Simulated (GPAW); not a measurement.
Crystal: Mg.

```
Mg
1.0
     3.20930    0.00000    0.00000
    -1.60465    2.77934    0.00000
     0.00000    0.00000    5.21030
Mg
2
Direct
  0.66667 0.33333 0.75000
  0.33333 0.66667 0.25000
```

```yaml
Program: GPAW 26.7.0
Task: relaxation of cell and atoms
Functional: revPBE
Dispersion: D3(BJ)
Potentials_or_basis: the program's PAW data sets (release 1.2.1) made for this functional
Cutoff: 800 eV
Basis: pw
k_mesh: 10 × 10 × 5
Occupations: fermi-dirac, width 0.05 eV
Spin: no spin polarisation
```

At the start: pressure -3.2 GPa; volume 23.24 Å³/atom.

Question: Where does the relaxation end?

Answer: Over 25 steps the energy falls by 24.2 meV/atom and the volume is 21.29 Å³/atom (-8.4 %); space group P6_3/mmc (No. 194, to 0.05 Å).

The path:
```csv
step,energy change (eV),largest force (eV/Å),pressure (GPa),volume (Å³)
1,0.0000,0.0000,-3.17,46.47
2,-0.0063,0.0000,-2.97,46.16
3,-0.0173,0.0000,-2.57,45.55
4,-0.0299,0.0000,-1.96,44.70
5,-0.0406,0.0000,-1.15,43.69
6,-0.0461,0.0000,-0.17,42.60
7,-0.0451,0.0000,0.88,41.59
8,-0.0452,0.0000,0.86,41.61
9,-0.0454,0.0000,0.82,41.65
10,-0.0457,0.0000,0.77,41.70
11,-0.0461,0.0000,0.70,41.77
12,-0.0465,0.0000,0.61,41.85
13,-0.0469,0.0000,0.52,41.94
14,-0.0473,0.0000,0.41,42.05
15,-0.0477,0.0000,0.29,42.17
16,-0.0481,0.0000,0.14,42.32
17,-0.0483,0.0000,-0.01,42.48
18,-0.0484,0.0000,-0.16,42.64
19,-0.0484,0.0000,-0.16,42.63
20,-0.0484,0.0000,-0.15,42.63
21,-0.0484,0.0000,-0.15,42.63
22,-0.0485,0.0000,-0.14,42.62
23,-0.0485,0.0000,-0.13,42.61
24,-0.0485,0.0000,-0.12,42.60
25,-0.0485,0.0000,-0.11,42.59
```

Final structure:
```
Mg
1.0
     3.09091    0.00000    0.00000
    -1.54545    2.67681    0.00000
     0.00000    0.00000    5.14742
Mg
2
Direct
  0.66667 0.33333 0.75000
  0.33333 0.66667 0.25000
```

Caveat: later steps reuse the first step's grids; pairwise dispersion overbinds metals, which lowers pressure and volume.
